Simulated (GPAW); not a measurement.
The system is SnTe.

```
Te Sn
1.0
     0.00000    3.15085    3.15085
     3.15085    0.00000    3.15085
     3.15085    3.15085    0.00000
Te Sn
1 1
Direct
  0.50000 0.50000 0.50000
  0.00000 0.00000 0.00000
```

Base run:

```yaml
Program: GPAW 26.7.0
Functional: GLLB-SC
Potentials_or_basis: the program's PAW data sets (release 1.2.1) made for this functional
Cutoff: 400 eV
Basis: pw
k_mesh: 6 × 6 × 6
Occupations: fermi-dirac, width 0.001 eV
Spin: no spin polarisation
```

Its results: band gap on the k mesh, kohn-sham part alone 0.02 eV, direct; electronic dielectric tensor (diagonal) 2904.62.

Problem. The run is repeated on the same cell with these changes: functional from GLLB-SC to LDA. What comes out?

Solution. Band gap on the k mesh 0.11 eV, direct; electronic dielectric tensor (diagonal) 74.77.

Caveats: the gap is small at this level, which inflates the dielectric constant; the long-wavelength limit can be off by a per cent or two; spin-orbit coupling is left out, which moves the levels of the heavy elements; a model potential gives levels but no total energy (some runs); response on these states lacks terms of the Hamiltonian (some runs).

A k mesh can miss the band edges.
